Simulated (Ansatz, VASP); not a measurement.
## Two plane-wave programs on Sb

```
CELL_PARAMETERS angstrom
-1.83314 1.83314 1.83314
1.83314 -1.83314 1.83314
1.83314 1.83314 -1.83314
ATOMIC_POSITIONS crystal
Sb 0.00000 0.00000 0.00000
```

This isn't the form of Sb at room conditions, which is rhombohedral.

Alike in both runs: task single point; functional HSE06; k mesh 6 × 6 × 6; occupations fermi-dirac, width 0.05 eV; no spin polarisation.

|  | VASP | Ansatz |
| --- | --- | --- |
| version | VASP 6.6.1 | Ansatz 0.2.0 |
| potentials or method | VASP PAW PBE potentials, release 64 (Sb) | Ansatz PAW |
| plane-wave cutoff (eV) | 520 | 420 |
| valence electrons in the cell | 5 | 15 |

```tsv
	VASP	Ansatz	Ansatz less VASP
gap on the k mesh at the Fermi level (eV)	none	none	-
pressure (GPa)	5.1	6.4	+1.28
```

A gap of «none» marks a metal or a gap that the smearing closes. The two sets of potentials don't hold the same shells in valence.

Caveats: the k mesh is coarse (spacing up to 0.40 Å⁻¹), so the values aren't converged, least of all with exact exchange; the PAW data sets were made with another functional, which shifts forces and pressure a little (VASP); the PAW data sets come from PBE, with cores solved anew for the run's functional, which leaves a small shift of forces and pressure (Ansatz); the thresholds are loose for stress (Ansatz). Spin-orbit coupling is left out, which matters for the levels of Sb.
